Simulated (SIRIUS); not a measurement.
Crystal: As.

```
As
1.0
     2.70368    0.00000    0.00000
     0.00000    2.70368    0.00000
     0.00000    0.00000    2.70368
As
1
Direct
  0.50000 0.50000 0.50000
```

This isn't the form of As at room conditions, which is rhombohedral.

```yaml
Program: SIRIUS 7.12.0
Task: relaxation of cell and atoms
Functional: PBE
Potentials_or_basis: PseudoDojo 0.4.1 PBE standard (scalar relativistic)
Cutoff: 1152 eV
Density_cutoff: 4606 eV
k_mesh: 5 × 5 × 5
Occupations: fermi-dirac, width 0.05 eV
Spin: no spin polarisation
```

At the start: pressure 3.2 GPa; volume 19.76 Å³/atom.

Question: How do energy, volume and symmetry change on relaxing?

Answer: Over 3 steps the energy falls by 7.1 meV/atom and the volume is 20.48 Å³/atom (+3.6 %); space group Pm-3m (No. 221, to 0.05 Å).

The path:
```
step  energy change (eV)  largest force (eV/Å)  pressure (GPa)  volume (Å³)
   1              0.0000                0.0000            3.17        19.76
   2             -0.0050                0.0000            1.66        20.10
   3             -0.0071                0.0000            0.06        20.48
```

Final structure:
```
As
1.0
     2.73615    0.00000    0.00000
     0.00000    2.73615    0.00000
     0.00000    0.00000    2.73615
As
1
Direct
  0.50000 0.50000 0.50000
```

Caveat: the k mesh is coarse (spacing up to 0.46 Å⁻¹), so the values aren't converged.
